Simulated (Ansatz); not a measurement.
Input of an Ansatz 0.2.0 run:

input.yaml

```yaml
crystal:
  lattice:
    - [2.7513778946, 0.0, 0.0]
    - [-1.3756889473, 2.3827631521, 0.0]
    - [0.0, 0.0, 4.46229]
  atoms:
    - { symbol: Ir, position: [0.3333333333, 0.6666666667, 0.25] }
    - { symbol: Ir, position: [0.6666666667, 0.3333333333, 0.75] }
hamiltonian:
  xc: pbe
  pseudopotentials: { kind: paw }
kpoints:
  mp_grid: { grid: [11, 11, 6] }
  band_path:
    path:
      - [[0.0, 0.0, 0.0], [0.5, 0.0, 0.0], [0.3333333333, 0.3333333333, 0.0], [0.0, 0.0, 0.0], [0.0, 0.0, 0.5], [0.5, 0.0, 0.5], [0.3333333333, 0.3333333333, 0.5], [0.0, 0.0, 0.5]]
      - [[0.5, 0.0, 0.5], [0.5, 0.0, 0.0]]
      - [[0.3333333333, 0.3333333333, 0.0], [0.3333333333, 0.3333333333, 0.5]]
    npoints: 14
scf:
  occupations: { method: fermi_dirac, width: 0.05 }
  n_extra_bands: 6
output:
  forces: true
  stress: true
  eigenvalues: true
  fatbands: false
```

Potentials or basis: Ansatz PAW.

Command:

```sh
$ ansatz run input.yaml --threads 2 --pin off --max-ram 5632MiB --backend cpu --events-out ev --progress --plain --runs-dir out
```

Problem. What does it give for the band gap on the k mesh?

Solution. None (metal or under the smearing width).

Problem. What does it give for the pressure?

Solution. -1.3 GPa.

Stress tensor (GPa, compression positive):
```
-1.17  0.00  0.00
 0.00 -1.17  0.00
 0.00  0.00 -1.58
```

Caveat: spin-orbit coupling is left out, which moves the levels of the heavy elements.
